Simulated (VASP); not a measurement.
A run of VASP 6.6.1 is set up as follows.

INCAR

```
ALGO = Fast
EDIFF = 1E-6
ENCUT = 520
GGA = PS
ISIF = 2
ISMEAR = 0
LASPH = True
LCHARG = False
LREAL = False
LWAVE = False
NBANDS = 72
NELM = 80
PREC = Accurate
SIGMA = 0.1
```

KPOINTS

```
k-points
0
Gamma
  3 3 3
```

POSCAR

```
Ca
1.0
    4.4782809553      2.5855367150      9.4126270130
   -4.4782809553      2.5855367150      9.4126270130
    0.0000000000     -5.1710734300      9.4126270130
Ca
12
Direct
    0.0871853754      0.5164812871      0.0871853754
    0.0871853754      0.0871853754      0.5164812871
    0.5164812871      0.0871853754      0.0871853754
    0.9128146246      0.4835187129      0.9128146246
    0.4835187129      0.9128146246      0.9128146246
    0.9128146246      0.9128146246      0.4835187129
    0.2302216573      0.6284704010      0.2302216573
    0.2302216573      0.2302216573      0.6284704010
    0.6284704010      0.2302216573      0.2302216573
    0.7697783427      0.3715295990      0.7697783427
    0.3715295990      0.7697783427      0.7697783427
    0.7697783427      0.7697783427      0.3715295990
```

Potentials or basis: VASP PAW PBE potentials, release 64 (Ca_sv).

Launch:

```sh
$ cat potpaw_PBE.64/Ca_sv/POTCAR > POTCAR
$ mpirun -np 1 vasp_std > vasp.out
```

(1) What does it give for the pressure?

(2) What does it give for the band gap on the k mesh?

Answers

(1) 0.0 GPa.

(2) none (metal or under the smearing width).

Caveat: the PAW data sets were made with another functional, which shifts forces and pressure a little.
